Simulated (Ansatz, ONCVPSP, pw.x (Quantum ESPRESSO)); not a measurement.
# pw.x on bcc Mn: one setting changed

Potential: optimised norm-conserving Vanderbilt (ONCV), ONCVPSP 4.0.1, PBEsol; core [Ar], reference 3d5 4s2; waves: 4s: rc 2.30 bohr, ncon 4, nbas 9, qcut 2.9 1/bohr, 2 projectors, debl 3.6 Ha; p scattering state at 0.34 Ha: rc 2.20 bohr, ncon 3, nbas 7, qcut 3.4 1/bohr, 2 projectors, debl 2.1 Ha; 3d: rc 1.90 bohr, ncon 4, nbas 9, qcut 8.8 1/bohr, 2 projectors, debl 3 Ha; local part: polynomial inside 1.25 bohr (lpopt 5, dvloc0 -1 Ha); core correction: none.

The reference run (k-mesh 17³, cutoffs 80/320 Ry, Fermi–Dirac 0.01 Ry, mixing_beta 0.4, conv_thr 1e-9, no spin) gives -1.97 GPa at 10.408 Å³/atom, where all-electron LAPW gives 0.50 GPa. This run, with its own iteration cap, changes mixing_mode to TF.

```
&control
  calculation='scf', prefix='x', pseudo_dir='./', outdir='./tmp', tstress=.true., disk_io='none'
/
&system
  ibrav=0, nat=1, ntyp=1, ecutwfc=80, ecutrho=320, nbnd=11,
  occupations='smearing', smearing='fd', degauss=0.01
/
&electrons
  conv_thr=1e-09, mixing_beta=0.4, electron_maxstep=50, mixing_mode='TF'
/
ATOMIC_SPECIES
Mn 1.0 Mn.UPF
CELL_PARAMETERS angstrom
  -1.37542136 1.37542136 1.37542136
  1.37542136 -1.37542136 1.37542136
  1.37542136 1.37542136 -1.37542136
ATOMIC_POSITIONS crystal
Mn 0.0000 0.0000 0.0000
K_POINTS automatic
17 17 17 0 0 0
```

```bash
pw.x < Mn.scf.in > Mn.scf.out
```

Problem. How does the run end?

Solution. It converges in 9 iterations; the free energy moves by +0.0 meV/atom and the pressure by +0.00 GPa. The result is that of the reference run.

```
Message from routine setup:
     using ibrav=0 with symmetry is DISCOURAGED, use correct ibrav instead
     lattice parameter (alat)  =       4.5019  a.u.
     unit-cell volume          =      70.2367 (a.u.)^3
     number of electrons       =         7.00
     number of Kohn-Sham states=           11
     kinetic-energy cutoff     =      80.0000  Ry
     charge density cutoff     =     320.0000  Ry
     scf convergence threshold =      1.0E-09
     Exchange-correlation= PBESOL
     number of k points=   165  Fermi-Dirac smearing, width (Ry)=  0.0100
     iteration #  1     ecut=    80.00 Ry     beta= 0.40
     total energy              =     -28.63014230 Ry
     estimated scf accuracy    <       0.08314000 Ry
     iteration #  2     ecut=    80.00 Ry     beta= 0.40
     total energy              =     -28.63087378 Ry
     estimated scf accuracy    <       0.01468128 Ry
     iteration #  3     ecut=    80.00 Ry     beta= 0.40
     negative rho (up, down):  7.532E-06 0.000E+00
     total energy              =     -28.63382054 Ry
     estimated scf accuracy    <       0.00072644 Ry
     [... 3 iterations left out ...]
     iteration #  7     ecut=    80.00 Ry     beta= 0.40
     total energy              =     -28.63403925 Ry
     estimated scf accuracy    <       0.00000003 Ry
     iteration #  8     ecut=    80.00 Ry     beta= 0.40
     total energy              =     -28.63403926 Ry
     estimated scf accuracy    <          6.7E-09 Ry
     iteration #  9     ecut=    80.00 Ry     beta= 0.40
     the Fermi energy is    15.5230 ev
!    total energy              =     -28.63403927 Ry
     estimated scf accuracy    <          1.6E-10 Ry
     smearing contrib. (-TS)   =      -0.00817718 Ry
     The total energy is F=E-TS. E is the sum of the following terms:
     one-electron contribution =       9.37876801 Ry
     hartree contribution      =       2.84878870 Ry
     xc contribution           =      -6.54968698 Ry
     ewald contribution        =     -34.30373181 Ry
     convergence has been achieved in   9 iterations
          total   stress  (Ry/bohr**3)                   (kbar)     P=      -19.70
     Message from routine punch:
     Nothing written, as per user request (disk_io='none')
```

The run took about 13 s on one core of a shared server CPU.
